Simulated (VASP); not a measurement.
Energy against volume of AlSb (zinc blende). Level of theory: revTPSS meta-GGA, VASP's PBE PAW potentials (set 64) (plane waves; VASP). Settings: 520 eV cut-off, 7×7×7 Γ-centred mesh, Gaussian smearing of 0.050 eV, potentials Al Sb.

| V (Å³/atom) | E (eV/atom) |
|---|---|
| 28.628 | 4.56131 |
| 29.513 | 4.55654 |
| 30.398 | 4.56070 |
| 31.284 | 4.57246 |

**Question.** Fit these four points and predict the energy of the run at 27.742 Å³/atom.

**Answer.** A cubic in V^(−2/3), the third-order Birch-Murnaghan form, passes through the four points with V0 = 29.52 Å³/atom and B0 = 54 GPa, and gives 4.5766 eV/atom there. The run gave 4.5766 eV/atom, -0.0 meV/atom from the fit; all five points give B0 = 54 GPa.

The compound is AlSb in the zinc blende structure. It was relaxed first.
